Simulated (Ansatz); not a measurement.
Born–Oppenheimer molecular dynamics of a periodic cell of 12 atoms, Al (surface Al(111)). It goes on from the last frame of an earlier run, with new velocities.

Method: DFT PBE-D3(BJ), scalar-relativistic, plane waves, PAW in Ansatz 0.2.0. Settings: cutoff 420 eV, k mesh 3x3x1, fermi-dirac smearing 0.1 eV, no spin polarisation.

| Quantity | Value |
| --- | --- |
| ensemble | NVT, Langevin thermostat |
| time step | 2 fs |
| steps asked | 300 |
| set temperature | 1400 K |
| friction | 0.005 /fs |
| atoms held | 1 to 4 |
| seed | 488373 |

First frame:

```xyz
12
Lattice="5.7276 0.0000 0.0000 2.8638 4.9602 0.0000 0.0000 0.0000 17.6765" Properties=species:S:1:pos:R:3
Al 1.432 0.827 1.000
Al 4.296 0.827 1.000
Al 2.864 3.307 1.000
Al 5.728 3.307 1.000
Al 0.401 1.545 3.104
Al 3.249 1.850 3.374
Al 1.880 4.283 3.461
Al 4.742 4.008 3.253
Al 0.006 -0.070 5.747
Al 3.201 -0.196 5.677
Al 1.740 2.184 5.555
Al 4.448 2.552 5.686
```

Problem. What does the run give?

Solution. All steps were run.

```
steps done                                               : 300
time covered                                             : 600 fs
mean temperature over the second half                    : 1512 K
spread of the potential energy over the second half      : 24.0 meV per atom
mean potential energy of the second half above the start : 55.9 meV per atom
```

A run of 0.6 ps of so small a system gives no equilibrium averages. Limits of this set-up: coarse k mesh, thin slab, slab without dipole correction.

Problem. What happens to the structure?

Solution. Mean squared displacements from the first frame to the last: Al 0.29 Å². This is one draw of velocities; another would differ in detail.

Problem. How do temperature and energy run in time?

Solution. 
```json
{"time (fs)": "0.0", "T (K)": "1400", "potential energy less start (eV)": "0.000"}
{"time (fs)": "50.0", "T (K)": "1174", "potential energy less start (eV)": "0.063"}
{"time (fs)": "100.0", "T (K)": "1262", "potential energy less start (eV)": "0.528"}
{"time (fs)": "150.0", "T (K)": "1389", "potential energy less start (eV)": "0.745"}
{"time (fs)": "200.0", "T (K)": "1912", "potential energy less start (eV)": "1.089"}
{"time (fs)": "250.0", "T (K)": "2179", "potential energy less start (eV)": "1.254"}
{"time (fs)": "300.0", "T (K)": "2167", "potential energy less start (eV)": "0.930"}
{"time (fs)": "350.0", "T (K)": "1995", "potential energy less start (eV)": "0.550"}
{"time (fs)": "400.0", "T (K)": "1496", "potential energy less start (eV)": "0.908"}
{"time (fs)": "450.0", "T (K)": "1136", "potential energy less start (eV)": "0.658"}
{"time (fs)": "500.0", "T (K)": "1225", "potential energy less start (eV)": "0.671"}
{"time (fs)": "550.0", "T (K)": "836", "potential energy less start (eV)": "1.013"}
{"time (fs)": "600.0", "T (K)": "1103", "potential energy less start (eV)": "0.454"}
```

The run took 7.3 min on 1 thread of AMD EPYC 9R45 96-Core Processor (Zen 5) (shared host), peak memory 0.66 GiB.
